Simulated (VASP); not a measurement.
# C, projections on local functions: which settings are enough?

C, Fd-3m (no. 227), 2 atoms in the cell. PBEsol, projections on local functions; PAW potentials C (PBE set). VASP 6.6.1.

Wanted: filling of the local functions (per spin) within 0.005.

POSCAR:
```
C
1.0
    0.0000000000      1.7833700000      1.7833700000
    1.7833700000      0.0000000000      1.7833700000
    1.7833700000      1.7833700000      0.0000000000
C
2
Direct
    0.7500000000      0.7500000000      0.7500000000
    0.5000000000      0.5000000000      0.5000000000
```

The series start from Cutoff ENCUT (eV): 500; k mesh: 9 × 9 × 9. Each series keeps the choices made before it, and each single choice may use up half of a tolerance. Times cover all steps of a run.

## Cutoff ENCUT (eV)

| Cutoff ENCUT (eV) | Filling of the local functions (per spin), largest deviation | Time (s) |
|---|---|---|
| 250 | 0.0323 | 3.0 |
| 300 | 0.0253 | 3.2 |
| 350 | 0.0193 | 3.4 |
| 400 | 0.0145 | 3.6 |
| 500 | 0.0083 | 4.1 |
| 600 | 0.0040 | 4.8 |
| 750 (reference) | 0.0000 | 5.7 |

Chosen: 750; the next looser run is off by more than half of the tolerance, so convergence isn't shown beyond this value.

## k mesh

| k mesh | Filling of the local functions (per spin), largest deviation | Time (s) |
|---|---|---|
| 4 × 4 × 4 | 0.0036 | 3.2 |
| 6 × 6 × 6 | 0.0004 | 3.6 |
| 7 × 7 × 7 | 0.0002 | 4.2 |
| 9 × 9 × 9 | 0.0001 | 5.7 |
| 11 × 11 × 11 (reference) | 0.0000 | 7.8 |

Chosen: 6 × 6 × 6, the loosest value from which every tighter one stays within half of the tolerance.

## All choices together

| Input | Filling of the local functions (per spin), largest deviation | Time (s) |
|---|---|---|
| program defaults, k points 0.5 per Å apart (naive) | 0.0146 | 2.3 |
| chosen settings | 0.0004 | 3.6 |
| reference settings throughout | 0.0000 | 7.8 |

The chosen settings stay within the tolerance of the reference run, but the reference itself isn't shown to be converged in: Cutoff ENCUT (eV).

## The input

INCAR.step1:
```
SYSTEM = C
PREC = Accurate
ENCUT = 750
EDIFF = 1E-6
ISMEAR = 0
SIGMA = 0.02
LASPH = .True.
LREAL = .False.
ALGO = Normal
NELM = 120
LWAVE = .True.
LCHARG = .False.
NBANDS = 15
KPAR = 2
GGA = PS
```

INCAR.step2:
```
ALGO = None
EDIFF = 1E-6
ENCUT = 750
GGA = PS
ISMEAR = 0
ISTART = 1
LASPH = T
LCHARG = F
LOCPROJ = "1 2 : s : Pr
1 2 : p : Pr"
LREAL = F
LWAVE = F
NBANDS = 15
NELM = 1
PREC = Accurate
SIGMA = 0.02
```

INCAR.step3:
```
ALGO = None
EDIFF = 1E-6
ENCUT = 750
GGA = PS
ISMEAR = 0
ISTART = 1
LASPH = T
LCHARG = F
LOCPROJ = "1 2 : s : Hy 1 2.0
1 2 : p : Hy 1 2.0"
LREAL = F
LWAVE = F
NBANDS = 15
NELM = 1
PREC = Accurate
SIGMA = 0.02
```

KPOINTS:
```
Automatic mesh
0
Gamma
  6 6 6
  0 0 0
```

Commands (each step's output is kept before the next begins):
```
cat potpaw_PBE.64/C/POTCAR > POTCAR
cp INCAR.step1 INCAR
mpirun -np 2 vasp_std > vasp.out
cp INCAR.step2 INCAR
mpirun -np 1 vasp_std > vasp.out
cp INCAR.step3 INCAR
mpirun -np 1 vasp_std > vasp.out
```

Limits: the functions aren't orthogonal, so the fillings don't add up to the electrons.

The chosen input took VASP 6.6.1 3.6 s on 2 cores (Intel Xeon 6975P-C (Granite Rapids)), a shared host.

## An input that fails: hybrid orbitals asked of PAW projectors

VASP's message: LPRJ_READER ERROR: function: 1 is not a simple spherical harmonic L= -3.

Changes against the starting input:
```
(step 2)
- LOCPROJ = "1 2 : s : Pr
1 2 : p : Pr"
+ LOCPROJ = 1 : sp3 : Pr
```
